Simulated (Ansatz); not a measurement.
# Mg (P6_3/mmc) in Ansatz: settings compared

One crystal, Mg, is run at these levels: B3LYP, PBEsol+D3(BJ), PBEsol+D4, RPBE+D3(BJ), r2SCAN0; tasks: single point, relaxation of cell and atoms.

All numbers are computed with Ansatz 0.2.0; they aren't measurements. Logs are shortened: lines on timing, memory, paths and dates and some standing lists are left out, and cuts for length are marked.

### 1 Starting point

The structure is hexagonal, space group P6_3/mmc (No. 194). Conventional cell: a = 3.209 Å, b = 3.209 Å, c = 5.210 Å, α = 90.00°, β = 90.00°, γ = 120.00°. Around Mg (site symmetry -6m2) lie 12 Mg at 3.20 to 3.21 Å.

### 2 Single point, B3LYP

File input.yaml:

```yaml
crystal:
  lattice:
    - [3.2093, 0.0, 0.0]
    - [-1.60465, 2.7793353284, 0.0]
    - [0.0, 0.0, 5.2103]
  atoms:
    - { symbol: Mg, position: [0.6666666667, 0.3333333333, 0.75] }
    - { symbol: Mg, position: [0.3333333333, 0.6666666667, 0.25] }
hamiltonian:
  xc: b3lyp
  pseudopotentials: { kind: paw }
kpoints:
  mp_grid: { grid: [5, 5, 3] }
scf:
  occupations: { method: fermi_dirac, width: 0.05 }
output:
  forces: true
  stress: true
  eigenvalues: true
```

Potentials or basis: Ansatz PAW.

On the command line:

```bash
$ ansatz run input.yaml --threads 2 --pin off --max-ram 5632MiB --backend cpu --events-out ev --progress --plain --runs-dir out
```

The program printed:

```text
Warning: output.stress: scf.convergence.dr2_threshold = 1e-7 eV (the SCF's general default) is looser than the 2e-10 eV advised for a printed stress (1e-10 eV for each atom of the cell: 2). What an SCF threshold leaves in a stress goes as its square root, and in the free energy as the threshold itself, and one threshold admits the most on a small cell: of the crystals measured, under no hybrid functional and no lock of the moments, on runs that ended without the residual-converged pass, on stresses that held no estimate of that error, the worst erred by over 100 MPa in a component at 1e-7 eV an atom and by under 5 at 1e-10. Set scf.convergence.dr2_threshold to 2e-10 eV or tighter. The threshold is an SCF's pass mark: one that does not reach it within its budget of iterations ends unconverged, or closes short of it on a stop that the run arms, and scf.convergence.dr2_threshold's page says what that costs each kind of run
Warning: output.stress: scf.exx.energy_threshold = 1e-6 eV is looser than the 2e-8 eV advised for a stress under a hybrid functional (1e-8 eV for each atom of the cell: 2). Every SCF of the exchange loop can meet its threshold on dr2 while the loop round them stops early: no threshold on dr2 bounds what that leaves in the stress. Set scf.exx.energy_threshold to 2e-8 eV or tighter. The threshold is the loop's pass mark: a loop that does not reach it within its budget of cycles ends unconverged, and scf.exx.energy_threshold's page has the law
Warning: RAYON_NUM_THREADS=2 ignored (pool sized by the plan → 2); use --threads N
Engine: ansatz 0.2.0, x86_64-unknown-linux-gnu
Pseudopotentials: kind: paw
Pseudopotential: Mg, paw, valence charge 10, recommended cutoff 420 eV (normal), Mg.paw.azcp
Functional definition: B3LYP
  parameter a0 = 0.2
  parameter ax = 0.72
  parameter ac = 0.81
  exchange = (1 - a0 - ax)*slater_x + ax*b88_x + a0*exact_x
  correlation = (1 - ac)*vwn_rpa_c + ac*lyp_c
Crystal: 2 atoms, lattice volume = 46.474 Å³
Basis set: ecut = 420 eV, 941 PW (Γ), exchange–correlation on 48×48×72 points (8 copies of the dense FFT grid, shifted against one another)
Bands: 14, of which v1, the nominal top of the filled ones, is band 10 counted from 1 (9 counted from 0)
Symmetry: 24 space group operations
Space group: P63/mmc (ITA 194), of the structure as read, at distance tolerance 3.6e-5 Å
k-points: 10 of 75
Non-local potential: Mg, projectors of the file, l = 0: 3, l = 1: 2, l = 2: 1
PAW form: soft (Blöchl's): semilocal exchange-correlation on the pseudo side does not see the compensation charge
PAW frozen core: Mg, regenerated for the run's functional, and the local potential with it (the file was generated under x = pbe(κ = 0.804, μ = 0.2195149727645171), c = pbe(β = 0.06672455060314922))
PAW one-centre angular grid: Mg, 110 points (default); XC on 64 Gauss nodes
Initial density: superposition of atomic densities (neutral atoms: chi_scale 0, normalization atom), corrected by the library's trained network
Initial wavefunctions: pseudopotential atomic-orbital guess
Functional: x = 0.1 slater + 0.9 b88, c = 0.19 vwn_rpa + 0.81 lyp, warm-up for x = 0.08 slater + 0.72 b88 + 0.2 exact, c = 0.19 vwn_rpa + 0.81 lyp
SCF iter   1: F=—  HF=-3853.170141 eV  |F-HF|=—  |Δ(HF+E_count)|=         —  Δρ=3.26e-3  dr2=6.13e-3  ethr=1.77e-3  ⟨swp⟩=12.1  Hψ=756  notcnv=0
preconditioner: auto → none  [insulator: Δε(μ)=0.694 eV  Ē_g=6.912 eV  σ=0.050 eV  W_gap=0.83  n_scr=8 (ndim 8)  ℏωp=10.9 eV  f_vac=0.000  D(μ)=0.44/eV (n_scr^D=2)]
SCF iter   2: F=—  HF=-3853.171019 eV  |F-HF|=—  |Δ(HF+E_count)|=   8.78e-4  Δρ=1.66e-3  dr2=1.68e-3  ethr=3.06e-5  ⟨swp⟩=2.7  Hψ=287  notcnv=0  defer=2
iter 3 solved again at ethr=3.50e-8 eV; its pass at ethr=8.38e-6 eV (dr2=7.00e-6 eV) is discarded
SCF iter   3: F=—  HF=-3853.171478 eV  |F-HF|=—  |Δ(HF+E_count)|=   4.59e-4  Δρ=1.81e-4  dr2=6.23e-6  ethr=3.50e-8  ⟨swp⟩=4.1  Hψ=668  notcnv=0  defer=1
eigensolver tolerance schedule: the retry pair's looser diagonalisation over-reported the residual by 0.12 of it (diagonalisation noise at 0.12 of the residual, at the tolerance the schedule requests for it); recorded, not acted on — ethr = c·dr2/N_el stays at c = 1.0e-1
SCF iter   4: F=—  HF=-3853.171475 eV  |F-HF|=—  |Δ(HF+E_count)|=   3.50e-6  Δρ=4.69e-5  dr2=5.07e-7  ethr=3.11e-8  ⟨swp⟩=3.1  Hψ=345  notcnv=0  defer=1
SCF iter   5: F=—  HF=-3853.171475 eV  |F-HF|=—  |Δ(HF+E_count)|=   6.35e-7  Δρ=1.03e-5  dr2=1.70e-8  ethr=2.54e-9  ⟨swp⟩=3.1  Hψ=345  notcnv=0  defer=1
SCF iter   6: F=-3853.171475 eV  HF=-3853.171475 eV  |F-HF|=3.86e-10  |Δ(HF+E_count)|=   1.68e-8  Δρ=1.29e-6  dr2=2.95e-10  ethr=8.48e-11  ⟨swp⟩=3.1  Hψ=345  notcnv=0  defer=1
SCF 1 converged in 6 iterations: F = -3853.171475 eV  dr2 = 2.95e-10
Initial density: handed on by an earlier stage of this run
Initial wavefunctions: those handed on with the density
Functional: x = 0.08 slater + 0.72 b88 + 0.2 exact, c = 0.19 vwn_rpa + 0.81 lyp
Frozen-core exchange: fock
iter 1 solved again at ethr=6.73e-6 eV; its pass at ethr=1.00e-1 eV (dr2=1.35e-3 eV) is discarded
SCF iter   1: F=—  HF=-3854.397720 eV  |F-HF|=—  |Δ(HF+E_count)|=         —  Δρ=3.02e-3  dr2=1.71e-3  ethr=6.73e-6  ⟨swp⟩=4.9  Hψ=763  notcnv=0
preconditioner: auto → none  [insulator: Δε(μ)=1.151 eV  Ē_g=8.179 eV  σ=0.050 eV  W_gap=0.83  n_scr=8 (ndim 8)  ℏωp=10.9 eV  f_vac=0.000  D(μ)=0.44/eV (n_scr^D=2)]
SCF iter   2: F=—  HF=-3854.396121 eV  |F-HF|=—  |Δ(HF+E_count)|=   1.60e-3  Δρ=8.72e-4  dr2=3.92e-4  ethr=6.73e-6  ⟨swp⟩=3.0  Hψ=322  notcnv=0
SCF iter   3: F=—  HF=-3854.396078 eV  |F-HF|=—  |Δ(HF+E_count)|=   4.34e-5  Δρ=1.54e-4  dr2=2.40e-4  ethr=8.24e-7  ⟨swp⟩=3.0  Hψ=339  notcnv=0
SCF iter   4: F=—  HF=-3854.397722 eV  |F-HF|=—  |Δ(HF+E_count)|=   1.64e-3  Δρ=2.68e-4  dr2=3.32e-5  ethr=5.25e-8  ⟨swp⟩=4.2  Hψ=477  notcnv=0
SCF iter   5: F=—  HF=-3854.397719 eV  |F-HF|=—  |Δ(HF+E_count)|=   3.67e-6  Δρ=1.73e-5  dr2=1.45e-5  ethr=5.25e-8  ⟨swp⟩=3.0  Hψ=343  notcnv=0
SCF iter   6: F=—  HF=-3854.397783 eV  |F-HF|=—  |Δ(HF+E_count)|=   6.41e-5  Δρ=4.80e-5  dr2=2.38e-6  ethr=8.65e-10  ⟨swp⟩=4.5  Hψ=494  notcnv=0  defer=1
SCF iter   7: F=-3854.397783 eV  HF=-3854.397783 eV  |F-HF|=4.40e-9  |Δ(HF+E_count)|=   1.39e-7  Δρ=6.50e-7  dr2=1.15e-6  ethr=8.65e-10  ⟨swp⟩=3.0  Hψ=278  notcnv=0
SCF 2 stopped early in 7 iterations: F = -3854.397783 eV  dr2 = 1.15e-6
hybrid outer 1: dexx = +1.956e-3 eV, tail = 1.88e-5 eV
Frozen-core exchange: fock
SCF iter   1: F=—  HF=-3854.397661 eV  |F-HF|=—  |Δ(HF+E_count)|=         —  Δρ=4.05e-5  dr2=2.36e-6  ethr=4.70e-7  ⟨swp⟩=3.1  Hψ=291  notcnv=0
preconditioner: auto → none  [insulator: Δε(μ)=1.156 eV  Ē_g=8.182 eV  σ=0.050 eV  W_gap=0.83  n_scr=8 (ndim 8)  ℏωp=10.9 eV  f_vac=0.000  D(μ)=0.44/eV (n_scr^D=2)]
SCF iter   2: F=—  HF=-3854.397661 eV  |F-HF|=—  |Δ(HF+E_count)|=   3.39e-8  Δρ=7.50e-6  dr2=1.96e-6  ethr=2.10e-9  ⟨swp⟩=4.0  Hψ=400  notcnv=0
SCF iter   3: F=—  HF=-3854.397712 eV  |F-HF|=—  |Δ(HF+E_count)|=   5.15e-5  Δρ=1.36e-5  dr2=1.60e-7  ethr=7.24e-11  ⟨swp⟩=4.3  Hψ=471  notcnv=0  defer=1
SCF iter   4: F=—  HF=-3854.397712 eV  |F-HF|=—  |Δ(HF+E_count)|=   6.61e-9  Δρ=7.43e-6  dr2=4.72e-8  ethr=7.24e-11  ⟨swp⟩=3.1  Hψ=267  notcnv=0
SCF iter   5: F=—  HF=-3854.397712 eV  |F-HF|=—  |Δ(HF+E_count)|=   1.26e-8  Δρ=1.53e-6  dr2=4.04e-8  ethr=3.49e-11  ⟨swp⟩=3.0  Hψ=333  notcnv=0
SCF iter   6: F=-3854.397713 eV  HF=-3854.397713 eV  |F-HF|=5.68e-10  |Δ(HF+E_count)|=   1.84e-7  Δρ=3.13e-6  dr2=9.95e-9  ethr=1.16e-12  ⟨swp⟩=4.3  Hψ=402  notcnv=0  defer=2
SCF 3 converged in 6 iterations: F = -3854.397713 eV  dr2 = 9.95e-9
  Residual-converged pass: ⟨swp⟩=1.9  Hψ=160  notcnv=0  max |occ|·‖R‖ = 2.4e-6 eV (tolerance 2.4e-6 eV)  dr2=9.95e-9  dr2_onsite=5.36e-11  max |Δocc| = 5.1e-20
hybrid outer 2: dexx = +8.110e-7 eV, tail = 2.79e-8 eV, Δε = 1.51e-3 eV (about 1.03e-4 eV left of the loop's levels)
hybrid SCF converged: 2 outer / 13 inner (+6 warm-up), last move |dexx| = 8.11e-7 eV, tail = 2.79e-8 eV
Stability not checked: this state was not tested for a lower state beside it, because the functional holds exact exchange (a hybrid, or Hartree-Fock), whose exchange loop this test does not read (fock_operator; see scf.lower_state_search)
Free energy (F): -3854.397713 eV
Frozen-core exchange: fock
Harris-Foulkes:  -3854.397713 eV  (|F-HF|=5.68e-10)
Internal energy: -3854.394107 eV  (E = F + TS)
E sigma→0 (E₀):  -3854.395910 eV
Entropy (-TS):   -0.003605 eV (-1.803 meV/atom)
Fermi energy:    5.539124 eV
--- Per-component energies (eV) ---
  E_band       = -778.752523
  E_kinetic    = 149.851187
  E_local      = -3246.628771  (includes V_loc(G=0)·N_el)
  E_nonlocal   = 184.668728
  E_hartree    = 1163.518599
  E_xc         = -45.983802
  E_vxc        = -59.275117  (∫ρ·V_xc dr)
  E_exx        = -87.974007  (= α·E_x^exact, valence–valence)
  E_paw        = -514.426913  (= ΣΔE_a)
  E_vpaw       = 41.542710  (= ΣTr[D̂ρ^β])
  E_aug_tail   = -0.000002  (compensation charges beyond the density's cutoff)
  E_ewald      = -1457.391822
  E_core_change = -0.027306  (= ΣΔE_core)
  E_smearing   = -0.003605  (= −TS)
  E_closure    = -0.000000  (closes the sum)
  Σ components = -3854.397713   (vs F -3854.397713, Δ=0.00e0)
--- Forces (eV/Å), atoms counted from 1 ---
  atom   1  Mg     0.00000000    -0.00000000     0.00000000
  atom   2  Mg     0.00000000     0.00000000     0.00000000
  max |Σ_I F_I| component: 1.85e-17 eV/Å
--- Stress (GPa, compression-positive) ---
       -0.551799       0.000000       0.000000
        0.000000      -0.551799       0.000000
        0.000000       0.000000       0.182528
  P = ⅓ Tr σ = -0.3070 GPa (-3.070 kbar)
--- Band table (eV; the first three rows and the last of 10) ---
  k-point 0: bands = ["-75.1711", "-75.1680", "-40.6727", "-40.6424", "-40.6375", "-40.6375", "-40.6332", "-40.6332", "-2.3283", "3.6627", "4.0082", "17.5636", "17.5636", "17.6009"]
  k-point 1: bands = ["-75.1703", "-75.1688", "-40.6652", "-40.6500", "-40.6364", "-40.6364", "-40.6342", "-40.6342", "-1.6264", "0.4284", "8.8608", "14.1998", "18.0115", "18.0115"]
  k-point 2: bands = ["-75.1701", "-75.1676", "-40.6690", "-40.6451", "-40.6439", "-40.6409", "-40.6398", "-40.6345", "-1.4407", "4.5717", "4.9461", "11.6234", "14.9051", "15.4116"]
  k-point 9: bands = ["-75.1676", "-75.1674", "-40.6627", "-40.6603", "-40.6513", "-40.6476", "-40.6447", "-40.6424", "4.3884", "4.4690", "6.8797", "7.0222", "9.1907", "10.9589"]
```

Run time: 12 s. Hardware: 2 threads of Intel Xeon at 2.70GHz, shared host; peak memory 0.52 GiB.

Results:

```yaml
Free_energy: -3854.3977 eV
Pressure: -0.3 GPa
Band_gap_on_the_k_mesh: none (metal or under the smearing width)
```

Stress tensor (GPa, compression positive):
```
-0.55  0.00  0.00
 0.00 -0.55  0.00
 0.00  0.00  0.18
```

Levels at points of the mesh, in eV from the Fermi level:
| k point | band 8 | band 9 | band 10 | band 11 | band 12 | band 13 |
| --- | --- | --- | --- | --- | --- | --- |
| (0.00, 0.00, 0.00) | -46.17 | -7.87 | -1.88 | -1.53 | 12.02 | 12.02 |

Caveat: the k mesh is coarse (spacing up to 0.45 Å⁻¹), so the values aren't converged, least of all with exact exchange; the PAW data sets come from PBE, with cores solved anew for the run's functional, which leaves a small shift of forces and pressure; the thresholds are loose for stress.

[end of part 1 of 2]
